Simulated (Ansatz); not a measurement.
# Calculation log, MoS2 (R3m) (bands, slopes and optics on a fine k mesh)

Level of theory: PBEsol, PAW on Ansatz 0.2.0's default frozen-core files (fitted under PBE), scalar-relativistic.

Cell and atoms were relaxed beforehand by PAW with this functional.

Launched as:

```sh
ansatz run input.yaml --threads 2 --pin off --max-ram 6144MiB --backend cpu --events-out ev --progress --plain --runs-dir out
```

Input file:

```yaml
crystal:
  lattice:
    - [1.57156948805, 0.90734606698, 6.28075139833]
    - [-1.57156948805, 0.90734606698, 6.28075139833]
    - [0.0, -1.81469213395, 6.28075139833]
  atoms:
    - { symbol: Mo, position: [0.000101529263, 0.000101529263, 0.000101529263] }
    - { symbol: S, position: [0.250758261883, 0.250758261883, 0.250758261883] }
    - { symbol: S, position: [0.416140208854, 0.416140208854, 0.416140208854] }
kpoints:
  mp_grid: { grid: [8, 8, 8] }
scf:
  occupations: { method: fixed }
hamiltonian:
  xc: pbesol
  pseudopotentials: { kind: paw }
output:
  forces: true
  stress: true
  eigenvalues: true
  eigenstates:
    nscf_kmesh: { grid: [12, 12, 12] }
    de_dk: true
    e_range: [-9, 11.02347363605]
  optics:
    e_range: [0, 25]
    de: 0.2
    sigma: 0.1
    bands: { spectra_wanted_up_to: 25 }
    nscf_kmesh: { grid: [12, 12, 12] }
checkpoint:
  write: ck
  write_wavefunctions: false
```

Output (shortened where marked):

```
Warning: RAYON_NUM_THREADS=2 ignored (pool sized by the plan → 2); use --threads N
basis.fft_grid_basis auto: the FFT boxes are laid along the combinations [[1, 0, -1], [0, 1, -1], [0, 0, 1]] of the cell's own vectors, 3.143, 3.143 and 6.538 Å long. The dense box has 24×24×45 points. Along the cell's own ...
Engine: ansatz 0.2.0, x86_64-unknown-linux-gnu
Pseudopotentials: kind: paw
Pseudopotential: Mo, paw, valence charge 14, recommended cutoff 420 eV (normal), Mo.paw.azcp
Pseudopotential: S, paw, valence charge 6, recommended cutoff 420 eV (normal), S.paw.azcp
Functional definition: PBEsol
  exchange = pbesol_x
  correlation = pbesol_c
Crystal: 3 atoms, lattice volume = 53.737 Å³
Basis set: ecut = 420 eV, 1029 PW (Γ), FFT grids on a1−a3, a2−a3, a3, exchange–correlation on 48×48×90 points (8 copies of the dense FFT grid, shifted against one another)
Bands: 17, of which v1, the nominal top of the filled ones, is band 13 counted from 1 (12 counted from 0)
Symmetry: 6 space group operations
Space group: R3m (ITA 160), of the structure as read, at distance tolerance 3.8e-5 Å
k-points: 65 of 512 (time reversal used)
[... 28 lines left out ...]
NSCF: frozen V_eff on 189 k-points
output.optics: what the bands over the 48 summed would add to eps1, eps2 and the energy-loss function is held between a lower and an upper bound (8 Lanczos steps). eps1, eps2 and their loss function (loss_summed_bands) are given ...
SCF converged after 11 iterations
Free energy (F): -6670.167754 eV
Harris-Foulkes:  -6670.167754 eV  (|F-HF|=9.09e-13)
Internal energy: -6670.167754 eV  (E = F + TS)
E sigma→0 (E₀):  -6670.167754 eV
Fermi energy:    10.681439 eV
--- Per-component energies (eV) ---
  E_band       = -160.194436
  E_kinetic    = 656.660163
  E_local      = -2057.473618  (includes V_loc(G=0)·N_el)
  E_nonlocal   = 201.442453
  E_hartree    = 799.345019
  E_xc         = -375.825046
  E_vxc        = -404.771390  (∫ρ·V_xc dr)
  E_paw        = -4311.917070  (= ΣΔE_a)
  E_vpaw       = -154.742109  (= ΣTr[D̂ρ^β])
  E_aug_tail   = 0.000030  (compensation charges beyond the density's cutoff)
  E_ewald      = -1582.732884
  E_core_change = 0.333198  (= ΣΔE_core)
  E_smearing   = -0.000000  (= −TS)
  E_closure    = 0.000000  (closes the sum)
  Σ components = -6670.167754   (vs F -6670.167754, Δ=0.00e0)
--- Forces (eV/Å), atoms counted from 1 ---
  atom   1  Mo     0.00000000    -0.00000000    -0.00014595
  atom   2  S      0.00000000    -0.00000000    -0.00014598
  atom   3  S      0.00000000     0.00000000     0.00029204
  max |Σ_I F_I| component: 1.09e-7 eV/Å
--- Stress (GPa, compression-positive) ---
        0.001427       0.000000       0.000000
        0.000000       0.001427       0.000000
       -0.000000       0.000000       0.010203
  P = ⅓ Tr σ = 0.0044 GPa (0.044 kbar)
--- Fermi surface from the table of eigenstates not read: on its mesh, or on one of the eight of every second point, the electrons fill whole bands (an insulator's do; a metal wants a denser output.eigenstates.nscf_kmesh) ---
```

The calculation finished and met its thresholds.

Dielectric function:

Independent-particle optical response of a crystal from Kohn-Sham bands on the fine mesh, no local fields or excitons; Cartesian axes as in the input.

| Quantity | Value |
| --- | --- |
| Fine mesh | 12, 12, 12 |
| Line width | 0.1 eV |

```tsv
photon energy (eV)	dielectric real xx	dielectric imag xx	dielectric real zz	dielectric imag zz
0.8	16.71	0	9.871	0
1.6	22.17	0.023	10.81	0
2.4	33.66	13	15.73	2.904
3.2	-1.61	20.02	12.09	3.914
4	2.23	15.4	13.21	7.233
4.8	-1.267	12.76	18.4	16.28
5.6	-1.695	8.407	4.491	22.99
6.4	-1.624	7.788	-4.101	7.295
7.2	-3.614	4.242	0.186	4.545
8	-2.278	3.722	2.842	5.919
8.8	1.231	2.248	0.352	7.975
9.6	1.489	4.257	-1.786	8.138
10.4	-0.446	5.789	-3.77	5.066
11.2	-0.797	4.835	-2.602	3.878
12	-2.073	4.173	-2.85	4.584
12.8	-1.81	2.773	-2.803	2.757
13.6	-1.548	2.512	-2.241	2.914
14.4	-1.609	2.154	-2.066	1.467
15.2	-1.487	1.833	-1.602	1.324
16	-1.375	1.173	-1.508	0.974
16.8	-1.126	0.925	-1.108	0.673
17.6	-0.938	0.681	-0.926	0.57
18.4	-0.724	0.43	-0.676	0.382
19.2	-0.504	0.385	-0.468	0.36
20	-0.314	0.277	-0.337	0.27
20.8	-0.153	0.237	-0.19	0.238
21.6	-0.035	0.19	-0.067	0.184
22.4	0.074	0.216	0.043	0.165
23.2	0.142	0.172	0.15	0.143
24	0.273	0.165	0.251	0.146
24.8	0.345	0.15	0.334	0.124
```

**Optical constants**

Normal incidence from vacuum, light polarised along x.

```json
{"Fine mesh": "12, 12, 12", "Line width": "0.1 eV"}
```

| photon energy (eV) | refractive index | extinction | reflectivity | loss function | absorption (×10⁵ cm⁻¹) |
| --- | --- | --- | --- | --- | --- |
| 1.2 | 4.274 | 0 | 0.3854 | 0 | 0 |
| 2.4 | 5.905 | 1.101 | 0.5169 | 0.01 | 2.678 |
| 3.6 | 3.08 | 2.453 | 0.4564 | 0.0629 | 8.95 |
| 4.8 | 2.404 | 2.654 | 0.4839 | 0.0776 | 12.91 |
| 6 | 1.848 | 2.433 | 0.4732 | 0.1032 | 14.8 |
| 7.2 | 0.99 | 2.143 | 0.5371 | 0.1366 | 15.64 |
| 8.4 | 0.808 | 1.027 | 0.2526 | 0.5692 | 8.745 |
| 9.6 | 1.732 | 1.229 | 0.228 | 0.2093 | 11.96 |
| 10.8 | 1.467 | 1.622 | 0.3269 | 0.208 | 17.76 |
| 12 | 1.137 | 1.835 | 0.4267 | 0.1922 | 22.32 |
| 13.2 | 0.849 | 1.465 | 0.3899 | 0.3027 | 19.6 |
| 14.4 | 0.735 | 1.466 | 0.4302 | 0.298 | 21.39 |
| 15.6 | 0.516 | 1.316 | 0.4881 | 0.3398 | 20.82 |
| 16.8 | 0.407 | 1.136 | 0.5024 | 0.4356 | 19.35 |
| 18 | 0.286 | 0.961 | 0.5561 | 0.5434 | 17.54 |
| 19.2 | 0.255 | 0.754 | 0.5238 | 0.958 | 14.68 |
| 20.4 | 0.243 | 0.542 | 0.4712 | 2.115 | 11.21 |
| 21.6 | 0.282 | 0.338 | 0.3589 | 5.077 | 7.405 |
| 22.8 | 0.427 | 0.23 | 0.1824 | 3.548 | 5.321 |
| 24 | 0.544 | 0.152 | 0.0958 | 1.62 | 3.69 |

### Optical peaks

Highest local maxima between 0.6 eV and the top less 1.5 eV.

* Fine mesh: 12, 12, 12
* Window top: 25 eV
* Line width: 0.1 eV
* Highest loss peak energy x: 21.75 eV
* Highest loss peak height x: 5.171
* Highest eps2 peak energy x: 2.919 eV
* Highest eps2 peak height x: 31.55
* Highest loss peak energy z: 22.23 eV
* Highest loss peak height z: 5.891
* Highest eps2 peak energy z: 5.639 eV
* Highest eps2 peak height z: 22.99
* Dielectric electronic (x, y, z): 15.74, 15.74, 9.629

Keep in mind: frozen-core PAW files fitted under PBE, their cores solved anew for the functional of the run; no spin-orbit coupling on heavy atoms; semilocal gaps are low, and what follows the gap (onsets, screening, light masses) shifts with it; no dispersion correction, so the spacing and stiffness between layers or molecules are poor.

Time and hardware: 83 s on 2 threads of Intel(R) Xeon(R) Platinum 8259CL CPU @ 2.50GHz (Skylake/Cascade Lake), on a shared host, peak memory 1.6 GiB.
